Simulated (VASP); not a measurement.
The system is Ti.

```xyz
1
Lattice="0.0000 2.0300 2.0300 2.0300 0.0000 2.0300 2.0300 2.0300 0.0000" Properties=species:S:1:pos:R:3 pbc="T T T"
Ti    0.0000    0.0000    0.0000
```

This isn't the form of Ti at room conditions, which is hcp.

Program: VASP 6.6.1. Alike in all runs: no spin polarisation; cell as given; k mesh 11 × 11 × 11; cutoff (eV) 520. Hardware: 1 thread of Intel(R) Xeon(R) Platinum 8488C (Sapphire Rapids), on a shared host.

Order these runs on this cell by their wall time, lowest first.
A. task optical spectrum; level TB-mBJ; potentials or basis VASP PAW PBE potentials, release 64 (Ti_sv); smearing tetrahedron, uncorrected 0.5 eV; other keys EDIFF = 1e-08; ISMEAR = -4; SIGMA = 0.5
B. task single point; level PBE; potentials or basis VASP PAW PBE potentials, release 54 (Ti_sv); smearing gaussian 0.02 eV
C. task density of states; level PBE+MBD-FI; potentials or basis VASP PAW PBE potentials, release 64 (Ti_sv); smearing methfessel-paxton 0.2 eV; k mesh for the DOS 17 × 17 × 17
D. task single point; level PBE; potentials or basis VASP PAW PBE potentials, release 64 (Ti_sv); smearing gaussian 0.1 eV

D (6.7 s), B (18 s), C (61 s), A (130 s).
